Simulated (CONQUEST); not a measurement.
# AlN (P6_3mc) in CONQUEST: further runs

One crystal, AlN, is run at these levels: PBE; tasks: equation of state.

Program: CONQUEST 1.3. These are calculated values, not measurements. Logs are shortened: lines on timing, memory, paths and dates and some standing lists are left out, and cuts for length are marked.

### Step 1. Starting point

Symmetry: P6_3mc, No. 186, hexagonal system. The conventional cell has a = 3.113 Å, b = 3.113 Å, c = 4.981 Å, α = 90.00°, β = 90.00°, γ = 120.00°. Al (site symmetry 3m) is surrounded by 4 N at 1.89 Å. Around N (site symmetry 3m) lie 4 Al at 1.89 Å.

### Step 2. Equation of state, PBE, 9.82 Å³/atom (volume scaled by 0.94)

The input, Conquest_input:

```
IO.Title AlN
IO.Coordinates coords.dat
IO.FractionalAtomicCoords T
IO.Iprint 2
IO.Iprint_init 1
General.NumberOfSpecies 2
General.PseudopotentialType hamann
AtomMove.TypeOfRun static
AtomMove.FullStress T
Grid.PointsAlongX 36
Grid.PointsAlongY 60
Grid.PointsAlongZ 60
DM.SolutionMethod diagon
Diag.MPMesh T
Diag.GammaCentred T
Diag.MPMeshX 9
Diag.MPMeshY 6
Diag.MPMeshZ 5
Diag.kT 0.00183747
minE.SCTolerance 1e-6
SC.MaxIters 100
IO.AtomChargeOutput T
%block ChemicalSpeciesLabel
1 26.980 Al
2 14.010 N
%endblock
```

The input, coords.dat:

```
    5.7626282719     0.0000000000     0.0000000000
    0.0000000000     9.2205754650     0.0000000000
    0.0000000000     0.0000000000     9.9811649523
8
  0.0000000000   0.5000000000   0.3333333330 1 T T T
  0.5000000000   0.5000000000   0.8333333330 1 T T T
  0.0000000000   0.0000000000   0.6666666670 1 T T T
  0.5000000000   0.0000000000   0.1666666670 1 T T T
  0.0000000000   0.8800000000   0.3333333330 2 T T T
  0.5000000000   0.8800000000   0.8333333330 2 T T T
  0.0000000000   0.3800000000   0.6666666670 2 T T T
  0.5000000000   0.3800000000   0.1666666670 2 T T T
```

Potentials or basis: PseudoDojo NC PBE, SZ, grid of 36 × 60 × 60 points.

Run with:

```console
$ Conquest
```

Standard output:

```text
Simulation cell dimensions:     5.7626 a0 x     9.2206 a0 x     9.9812 a0

      Atomic coordinates (a0)
         Atom         X         Y         Z  Species
            1    0.0000    4.6103    3.3271        1
            2    2.8813    4.6103    8.3176        1
            3    0.0000    0.0000    6.6541        1
            4    2.8813    0.0000    1.6635        1
            5    0.0000    8.1141    3.3271        2
            6    2.8813    8.1141    8.3176        2
            7    0.0000    3.5038    6.6541        2
            8    2.8813    3.5038    1.6635        2

         Monkhorst-Pack mesh:   9 x   6 x   5 gamma-centred
        This calculation includes non-local pseudopotentials,
         with a maximum core radius of      8.23709393

    Job title: AlN
    Job to be run: static calculation

    Ground state search:
      Support functions represented with PAO basis
      1:1 PAO to SF mapping
      Non-spin-polarised electrons
      Solving for the K matrix using diagonalisation
      Using Fermi-Dirac smearing

    Integration grid size:     36 x   60 x   60

    Integration grid spacing:  0.160 a0 x 0.154 a0 x 0.166 a0

    Number of species:  2
    --------------------------------------------------------
    |   #  mass (au)  Charge (e)  SF Rad (a0)  NSF  Label  |
    --------------------------------------------------------
    |   1     26.980       3.000        8.484    4  Al     |
    |   2     14.010       5.000        5.656    4  N      |
    --------------------------------------------------------
          SCF tolerance:                 0.00000100
          SCF iterations:               100

    The functional used will be GGA PBE96

           radial cut-off to be used is taken to be max PAO cut-off radius for this species:    8.237094

           greatest ang. mom. for making density from PAOs:  1

           radial cut-off to be used is taken to be max PAO cut-off radius for this species:    5.483972

           greatest ang. mom. for making density from PAOs:  1
    Minimum blocs/proc is     2025. Maximum blocs/proc is     2025
    set_atom_dens: In set_atomic_density, electrons :      32.000000000000
 matrix_size & matrix_size_padH =           32          32

    Screened ion int: energy:     -33.128038966752 Ha

    new_SC_potl: Starting.  Tolerance:  0.10000E-05

    PulayMixSC: Starting Pulay mixing, A_up =  0.500 A_dn =  0.500
    PulayMixSC: Spin non-polarised calculation.
          Harris-Foulkes Energy            :       -51.245988147643438 Ha
          (TS=0 as O(N) or entropic contribution is negligible)
          DFT Total Energy                 :       -50.278545259087473 Ha
          Total number of electrons        :        31.999999999999336
    PulayMixSC: Pulay iteration     1 residual:              0.15097E-01
          Harris-Foulkes Energy            :       -50.835568369145406 Ha
          (TS=0 as O(N) or entropic contribution is negligible)
          DFT Total Energy                 :       -50.805764084657447 Ha
          Total number of electrons        :        32.000004996660728
    PulayMixSC: Pulay iteration     2 residual:              0.35578E-02
          Harris-Foulkes Energy            :       -50.823198082094308 Ha
          (TS=0 as O(N) or entropic contribution is negligible)
          DFT Total Energy                 :       -50.823187033454460 Ha
          Total number of electrons        :        31.999999915110493
    PulayMixSC: Pulay iteration     3 residual:              0.88027E-03
          Harris-Foulkes Energy            :       -50.823197749637494 Ha
          (TS=0 as O(N) or entropic contribution is negligible)
          DFT Total Energy                 :       -50.823178435403868 Ha
          Total number of electrons        :        31.999995796374936
    PulayMixSC: Pulay iteration     4 residual:              0.67439E-04
          Harris-Foulkes Energy            :       -50.823189641264307 Ha
          (TS=0 as O(N) or entropic contribution is negligible)
          DFT Total Energy                 :       -50.823189638950765 Ha
          Total number of electrons        :        31.999995908689741
    PulayMixSC: Pulay iteration     5 residual:              0.16896E-05
          Harris-Foulkes Energy            :       -50.823189640910982 Ha
          (TS=0 as O(N) or entropic contribution is negligible)
          DFT Total Energy                 :       -50.823189640574121 Ha
          Total number of electrons        :        31.999995923906127
    PulayMixSC: Pulay iteration     6 residual:              0.26600E-06
    PulayMixSC: Reached SCF tolerance of  0.26600E-06 after      6 iterations
      | Number of electrons      =        31.999996
      |* band energy as 2Tr[K.H] =       -16.148925668692449 Ha
      |  screened ion-ion energy =       -33.128038966752065 Ha
      |  Ha correction           =        -3.078233187325401 Ha
      |  XC correction           =         1.531990813547684 Ha
      |* Harris-Foulkes energy   =       -50.823189640910982 Ha
      |* DFT total energy        =       -50.823189640574121 Ha
      |  estimated accuracy      =        -0.000000000336861 Ha

    force: Forces on atoms (Ha/a0)
    force:  Atom   X              Y              Z
    force:     1  -0.0000000000  -0.0012463248  -0.0000077402
    force:     2   0.0000000000  -0.0012463248  -0.0000077402
    force:     3   0.0000000000  -0.0012463248   0.0000077402
    force:     4   0.0000000000  -0.0012463248   0.0000077402
    force:     5   0.0000000000   0.0011318998  -0.0000010761
    force:     6   0.0000000000   0.0011318998  -0.0000010761
    force:     7  -0.0000000000   0.0011318998   0.0000010761
    force:     8   0.0000000000   0.0011318998   0.0000010761

    force: Maximum force :        0.00124632(Ha/a0) on atom         4 in y direction
    force: Force Residual:        0.00119050 Ha/a0
    force: Total stress:        -36.58082274     0.00000000     0.00000000 GPa
                             0.00000000   -42.96716240     0.00000000
                             0.00000000     0.00000000   -36.20838600
    force: Average pressure:     38.58545704 GPa

    force: Finished force
    get_E_and_F: Change in energy during last step of electronic optimisation:  0.35332E-09

    BIBLIOGRAPHY: Please consider citing the following references in the conquest.bib file

    CONQUEST:         Bowler2002pt, Miyazaki2004, Nakata2020
    Basis:            Bowler2019
    DM:               Bowler:2006xr
    Pseudopotentials: Hamann2013, Bowler2019
    XC functional:    Perdew1996
```

Run time: 30 s. Hardware: 1 thread of AMD EPYC 9R14 (Zen 4), shared host; peak memory 0.52 GiB.

Results:

```yaml
Free_energy: -1382.9694 eV
Pressure: 38.6 GPa
Largest_force: 0.064 eV/Å
Band_gap_on_the_k_mesh: 4.60 eV
Mulliken_charges: Al +1.08; N -1.08 e
```

Caveat: the atomic basis is small; Mulliken charges move with the basis; an odd mesh through Γ misses points on the zone boundary, where band edges often lie; the basis of atomic orbitals isn't converged, which shifts pressures, moduli and gaps.

### Step 3. Equation of state, PBE, 10.03 Å³/atom (volume scaled by 0.96)

Conquest_input is that of step 2.

coords.dat, as its differences from that of step 2:

```diff
@@ -1,4 +1,4 @@
-    5.7626282719     0.0000000000     0.0000000000
-    0.0000000000     9.2205754650     0.0000000000
-    0.0000000000     0.0000000000     9.9811649523
+    5.8032114984     0.0000000000     0.0000000000
+    0.0000000000     9.2855112345     0.0000000000
+    0.0000000000     0.0000000000    10.0514571622
 8
```

Potentials or basis: PseudoDojo NC PBE, SZ, grid of 36 × 60 × 60 points.

Run with:

```console
$ Conquest
```

It took 30 s on 1 thread of AMD EPYC 9R14 (Zen 4), shared host; peak memory 0.51 GiB.

The run converged. Its results:

- Free energy: -1383.3366 eV
- Pressure: 31.9 GPa
- Largest force: 0.055 eV/Å
- Band gap on the k mesh: 4.39 eV
- Mulliken charges: Al +1.07; N -1.07 e

Caveat: the atomic basis is small; Mulliken charges move with the basis; an odd mesh through Γ misses points on the zone boundary, where band edges often lie; the basis of atomic orbitals isn't converged, which shifts pressures, moduli and gaps.

### Step 4. Equation of state, PBE, 10.24 Å³/atom (volume scaled by 0.98)

Conquest_input is that of step 3.

coords.dat, as its differences from that of step 3:

```diff
@@ -1,4 +1,4 @@
-    5.8032114984     0.0000000000     0.0000000000
-    0.0000000000     9.2855112345     0.0000000000
-    0.0000000000     0.0000000000    10.0514571622
+    5.8432349113     0.0000000000     0.0000000000
+    0.0000000000     9.3495512667     0.0000000000
+    0.0000000000     0.0000000000    10.1207797470
 8
```

Run with:

```console
$ Conquest
```

Run time: 28 s. Hardware: 1 thread of AMD EPYC 9R14 (Zen 4), shared host; peak memory 0.49 GiB.

It converged, with:

```
Free energy            : -1383.6413 eV
Pressure               : 26.6 GPa
Largest force          : 0.041 eV/Å
Band gap on the k mesh : 4.18 eV
Mulliken charges       : Al +1.06; N -1.06 e
```

Caveat: the atomic basis is small; Mulliken charges move with the basis; an odd mesh through Γ misses points on the zone boundary, where band edges often lie; the basis of atomic orbitals isn't converged, which shifts pressures, moduli and gaps.

### Step 5. Equation of state, PBE, 10.45 Å³/atom

Conquest_input is that of step 4.

coords.dat, as its differences from that of step 4:

```diff
@@ -1,4 +1,4 @@
-    5.8432349113     0.0000000000     0.0000000000
-    0.0000000000     9.3495512667     0.0000000000
-    0.0000000000     0.0000000000    10.1207797470
+    5.8827174260     0.0000000000     0.0000000000
+    0.0000000000     9.4127258268     0.0000000000
+    0.0000000000     0.0000000000    10.1891654684
 8
```

Run with:

```console
$ Conquest
```

It took 28 s on 1 thread of AMD EPYC 9R14 (Zen 4), shared host; peak memory 0.5 GiB.

The run converged. Its results:

```yaml
Free_energy: -1383.8925 eV
Pressure: 21.8 GPa
Largest_force: 0.031 eV/Å
Band_gap_on_the_k_mesh: 3.99 eV
Mulliken_charges: Al +1.05; N -1.05 e
```

Caveat: the atomic basis is small; Mulliken charges move with the basis; an odd mesh through Γ misses points on the zone boundary, where band edges often lie; the basis of atomic orbitals isn't converged, which shifts pressures, moduli and gaps.

### Step 6. Equation of state, PBE, 10.66 Å³/atom (volume scaled by 1.02)

Conquest_input is that of step 5.

coords.dat, as its differences from that of step 5:

```diff
@@ -1,4 +1,4 @@
-    5.8827174260     0.0000000000     0.0000000000
-    0.0000000000     9.4127258268     0.0000000000
-    0.0000000000     0.0000000000    10.1891654684
+    5.9216769550     0.0000000000     0.0000000000
+    0.0000000000     9.4750635760     0.0000000000
+    0.0000000000     0.0000000000    10.2566453520
 8
```

Potentials or basis: PseudoDojo NC PBE, SZ, grid of 36 × 60 × 60 points.

Run with:

```console
$ Conquest
```

Run time: 28 s. Hardware: 1 thread of AMD EPYC 9R14 (Zen 4), shared host; peak memory 0.49 GiB.

It converged, with:

| Property | Result |
| --- | --- |
| Free energy | -1384.0964 eV |
| Pressure | 17.2 GPa |
| Largest force | 0.028 eV/Å |
| Band gap on the k mesh | 3.80 eV |
| Mulliken charges | Al +1.04; N -1.04 e |

Caveat: the atomic basis is small; Mulliken charges move with the basis; an odd mesh through Γ misses points on the zone boundary, where band edges often lie; the basis of atomic orbitals isn't converged, which shifts pressures, moduli and gaps.

### Step 7. Equation of state, PBE, 10.87 Å³/atom (volume scaled by 1.04)

Conquest_input is that of step 6.

coords.dat, as its differences from that of step 6:

```diff
@@ -1,4 +1,4 @@
-    5.9216769550     0.0000000000     0.0000000000
-    0.0000000000     9.4750635760     0.0000000000
-    0.0000000000     0.0000000000    10.2566453520
+    5.9601304801     0.0000000000     0.0000000000
+    0.0000000000     9.5365916869     0.0000000000
+    0.0000000000     0.0000000000    10.3232488114
 8
```

Run with:

```console
$ Conquest
```

Run time: 26 s. Hardware: 1 thread of AMD EPYC 9R14 (Zen 4), shared host; peak memory 0.47 GiB.

The run converged. Its results:

- Free energy: -1384.2530 eV
- Pressure: 12.8 GPa
- Largest force: 0.012 eV/Å
- Band gap on the k mesh: 3.62 eV
- Mulliken charges: Al +1.03; N -1.03 e

Caveat: the atomic basis is small; Mulliken charges move with the basis; an odd mesh through Γ misses points on the zone boundary, where band edges often lie; the basis of atomic orbitals isn't converged, which shifts pressures, moduli and gaps.

### Step 8. Equation of state, PBE, 11.08 Å³/atom (volume scaled by 1.06)

Conquest_input is that of step 7.

coords.dat, as its differences from that of step 7:

```diff
@@ -1,4 +1,4 @@
-    5.9601304801     0.0000000000     0.0000000000
-    0.0000000000     9.5365916869     0.0000000000
-    0.0000000000     0.0000000000    10.3232488114
+    5.9980941182     0.0000000000     0.0000000000
+    0.0000000000     9.5973359469     0.0000000000
+    0.0000000000     0.0000000000    10.3890037614
 8
```

Run with:

```console
$ Conquest
```

Wall time 25 s (1 thread of AMD EPYC 9R14 (Zen 4), shared host); peak memory 0.47 GiB.

The run converged. Its results:

```
Free energy            : -1384.3651 eV
Pressure               : 8.9 GPa
Largest force          : 0.006 eV/Å
Band gap on the k mesh : 3.45 eV
Mulliken charges       : Al +1.02; N -1.02 e
```

Caveat: the atomic basis is small; Mulliken charges move with the basis; an odd mesh through Γ misses points on the zone boundary, where band edges often lie; the basis of atomic orbitals isn't converged, which shifts pressures, moduli and gaps.

### Step 9. Equation of state, PBE

Potentials or basis: PseudoDojo NC PBE, SZ, grid of 36 × 60 × 60 points.

No new run: the results of the series are fitted here.

What came out:

| Item | Value |
| --- | --- |
| Equilibrium volume | 11.63 Å³/atom (rough: see the caveat) |
| Bulk modulus at fixed shape and positions | 169 GPa (rough) |

Energy against volume, from the lowest point:
```tsv
volume (Å³/atom)	energy (meV/atom)
9.824	174.46
10.033	128.57
10.242	90.47
10.451	59.08
10.660	33.59
10.869	14.01
11.078	0.00
```

Caveat: the minimum lies outside the volumes run; the atomic basis is small; the cell was scaled at fixed shape and fractional positions, which overstates the stiffness of a crystal with free parameters, most of all of layers and chains; the basis of atomic orbitals isn't converged, which shifts pressures, moduli and gaps.

### Step 10. The reference run

An earlier run on the cell as given: functional PBE; potentials or basis PseudoDojo NC PBE, DZP, grid cutoff 150 Ha; k mesh 9 × 6 × 5; occupations fermi-dirac, width 0.05 eV; no spin polarisation.

* Pressure: 6.4 GPa
* Largest force: 0.154 eV/Å
* Band gap on the k mesh: 4.40 eV
* Mulliken charges: Al +0.81; N -0.81 e
